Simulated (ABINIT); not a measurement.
Ti:

```xyz
2
Lattice="2.9500 0.0000 0.0000 -1.4750 2.5548 0.0000 0.0000 0.0000 4.6800" Properties=species:S:1:pos:R:3 pbc="T T T"
Ti    1.4750    0.8516    3.5100
Ti    0.0000    1.7032    1.1700
```

Base run:

* Program: ABINIT 10.8.3 (patched build)
* Functional: PBEsol
* Potentials or basis: JTH PAW PBE v2.0
* Cutoff: 408 eV
* k mesh: 13 × 13 × 8
* Occupations: fermi-dirac, width 0.05 eV
* Spin: no spin polarisation

Its results: band gap on the k mesh none (metal or under the smearing width); pressure -5.5 GPa.

**Question.** After a change of settings the same cell gave: band gap on the k mesh none (metal or under the smearing width); pressure 1.1 GPa. Which change was it?
A. k mesh from 13 × 13 × 8 to 10 × 10 × 6
B. k mesh from 13 × 13 × 8 to 6 × 6 × 4
C. functional from PBEsol to AM05; k mesh from 13 × 13 × 8 to 10 × 10 × 6
D. functional from PBEsol to rPW86PBE; k mesh from 13 × 13 × 8 to 10 × 10 × 6

**Answer.** D.

Caveats: the PAW data sets were made with another functional, which shifts forces and pressure a little.

Runs at the PBE level aren't shown here.
